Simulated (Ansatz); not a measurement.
**MgSe: relaxed-ion elastic tensor**

Computed with Ansatz, DFT PBE, scalar-relativistic, plane waves, PAW. Settings: 420 eV plane-wave cutoff, Γ-centred 8×8×8 mesh, fixed occupations. No spin polarisation.

The cell, relaxed at this level:
```yaml
crystal:
  lattice:
    - [0.00000, 2.75407, 2.75407]
    - [2.75407, 0.00000, 2.75407]
    - [2.75407, 2.75407, 0.00000]
  atoms:
    - { symbol: Mg, position: [0.00000, 0.00000, 0.00000] }
    - { symbol: Se, position: [0.50000, 0.50000, 0.50000] }
```

It was relaxed at this level from a cell as deposited in COD.

**Question.** Give the relaxed-ion elastic constants (GPa, Voigt order xx yy zz yz xz xy, on the Cartesian axes of the cell above).

**Answer.**
```
114.1  34.0  34.0   0.0   0.0   0.0
 34.0 114.1  34.0   0.0   0.0   0.0
 34.0  34.0 114.1   0.0   0.0   0.0
  0.0   0.0   0.0  42.4   0.0   0.0
  0.0   0.0   0.0   0.0  42.4   0.0
  0.0   0.0   0.0   0.0   0.0  42.4
```

**Question.** Is the crystal stable against homogeneous strain?

**Answer.** Yes: the least eigenvalue of the tensor is 42.4 GPa.

**Question.** And the moduli of a polycrystal (Hill averages)?

**Answer.** B = 61 GPa, G = 41 GPa, E = 101 GPa, ν = 0.22.
